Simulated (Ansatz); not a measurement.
Crystal: SnSe.

```
Sn Se
1.0
     0.00000    3.01000    3.01000
     3.01000    0.00000    3.01000
     3.01000    3.01000    0.00000
Sn Se
1 1
Direct
  0.00000 0.00000 0.00000
  0.50000 0.50000 0.50000
```

Measurements of this composition are mostly on another form, of space group No. 62.

Program: Ansatz 0.2.0. Alike in all runs: potentials or basis Ansatz PAW; cell as given.

Order these runs on this cell by their pressure, lowest first.
A. level BLYP; spin off; k mesh 8 × 8 × 8; cutoff (eV) 420; smearing fermi-dirac 0.05 eV; points for each segment of the path 14
B. level LDA; spin SOC, no magnetisation; k mesh 6 × 6 × 6; cutoff (eV) 420; smearing fermi-dirac 0.05 eV; points for each segment of the path 14
C. level r2SCAN; spin off; k mesh 8 × 8 × 8; cutoff (eV) 500; smearing fermi-dirac 0.05 eV; points for each segment of the path 14
D. level PBEsol; spin off; k mesh 8 × 8 × 8; cutoff (eV) 420; smearing gaussian 0.1 eV

B (-3.7 GPa), D (-1.9 GPa), C (-0.1 GPa), A (4.8 GPa).

Caveats: the PAW data sets come from PBE, with cores solved anew for the run's functional, which leaves a small shift of forces and pressure; the potentials were made for another functional, which shifts forces and pressure (some runs).

Not every run made on this cell is shown here.
